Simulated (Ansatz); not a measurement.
Input, command and steps of an Ansatz relaxation.

```yaml
crystal:
  lattice:
    - [3.7346092164, 0.0, 0.0]
    - [-1.8673046082, 3.2342664546, 0.0]
    - [0.0, 0.0, 6.1854185329]
  atoms:
    - { symbol: Si, position: [0.6666666667, 0.3333333333, 0.8741024869] }
    - { symbol: Si, position: [0.3333333333, 0.6666666667, 0.3741024869] }
    - { symbol: Ge, position: [0.6666666667, 0.3333333333, 0.5008965131] }
    - { symbol: Ge, position: [0.3333333333, 0.6666666667, 0.0008965131] }
basis:
  ecutwfc: 420
kpoints:
  mp_grid: { grid: [12, 12, 6] }
hamiltonian:
  xc: pbesol
scf:
  occupations: { method: gaussian, width: 0.02 }
output:
  forces: true
  stress: true
  eigenvalues: true
relax:
  adjacent_minimum: "off"
  f_tol: 0.01
  max_steps: 30
  cell: { stress_tol: 0.1, fix: [volume] }
```

```bash
ansatz run input.yaml --threads 1 --pin off --max-ram 2560MiB --backend cpu --events-out ev --progress --plain --runs-dir out
```

Level of theory: Ansatz 0.2.0, DFT PBEsol, scalar-relativistic, plane waves, PAW.

The volume is held at 0.88 times that of the relaxed cell.

Of 3 frames 3 are shown, positions in Å and forces in eV/Å; the SCF threshold varies from step to step. Steps run on the plane waves of an earlier cell, with a Pulay correction in the pressure. The basis is chosen afresh for the last frame, the zero of the energies, and at times for earlier ones too; energy and pressure step there, also at an unchanged geometry.

```xyz
4
Lattice="3.7346 0.0000 0.0000 -1.8673 3.2343 0.0000 0.0000 0.0000 6.1854" Properties=species:S:1:pos:R:3:forces:R:3 pbc="T T T" step=1 free_energy_over_end_meV_per_atom=0.01 pressure_GPa=13.75
Si    1.8673    1.0781    5.4067    0.0000    0.0000   -0.0201
Si    0.0000    2.1562    2.3140    0.0000    0.0000   -0.0201
Ge    1.8673    1.0781    3.0983    0.0000    0.0000    0.0201
Ge    0.0000    2.1562    0.0055    0.0000    0.0000    0.0201
4
Lattice="3.7334 0.0000 0.0000 -1.8667 3.2332 0.0000 0.0000 0.0000 6.1893" Properties=species:S:1:pos:R:3:forces:R:3 pbc="T T T" step=2 free_energy_over_end_meV_per_atom=0.00 pressure_GPa=13.74
Si    1.8667    1.0777    5.4091    0.0000    0.0000   -0.0036
Si    0.0000    2.1555    2.3144    0.0000    0.0000   -0.0036
Ge    1.8667    1.0777    3.1013    0.0000    0.0000    0.0036
Ge    0.0000    2.1555    0.0066    0.0000    0.0000    0.0036
4
Lattice="3.7334 0.0000 0.0000 -1.8667 3.2332 0.0000 0.0000 0.0000 6.1893" Properties=species:S:1:pos:R:3:forces:R:3 pbc="T T T" step=3 free_energy_over_end_meV_per_atom=0.00 pressure_GPa=13.74
Si    1.8667    1.0777    5.4091    0.0000    0.0000   -0.0036
Si    0.0000    2.1555    2.3144    0.0000    0.0000   -0.0036
Ge    1.8667    1.0777    3.1013    0.0000    0.0000    0.0036
Ge    0.0000    2.1555    0.0066    0.0000    0.0000    0.0036
```

Time: 37 s on 1 thread of Arm Neoverse V1 (shared host), peak memory 0.38 GiB.